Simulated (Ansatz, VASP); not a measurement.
BeSe in VASP and in Ansatz

```
Be Se
1.0
     0.00000    2.58104    2.58104
     2.58104    0.00000    2.58104
     2.58104    2.58104    0.00000
Be Se
1 1
Cartesian
  0.0000 0.0000 0.0000
  1.2905 1.2905 1.2905
```

The cell was built by a generator and needn't be a form met in nature.

Alike in both runs: task single point; functional HSE06; k mesh 4 × 4 × 4; no spin polarisation.

|  | VASP | Ansatz |
| --- | --- | --- |
| version | VASP 6.6.1 | Ansatz 0.2.0 |
| potentials or method | VASP PAW PBE potentials, release 64 (Be, Se) | plane waves, PAW |
| plane-wave cutoff (eV) | 520 | 420 |
| occupations | gaussian, width 0.01 eV | fixed |
| valence electrons in the cell | 8 | 18 |

|  | VASP | Ansatz | Ansatz less VASP |
| --- | --- | --- | --- |
| gap on the k mesh at the Fermi level (eV) | 3.51 | 3.50 | -0.010 |
| pressure (GPa) | -0.4 | -0.2 | +0.12 |

The two sets of potentials don't hold the same shells in valence. Ansatz warned: «stress_exchange_threshold_loose».

Caveats: the k mesh is coarse (spacing up to 0.53 Å⁻¹), so the values aren't converged, least of all with exact exchange; the PAW data sets were made with another functional, which shifts forces and pressure a little (VASP). A k mesh can miss the band edges.
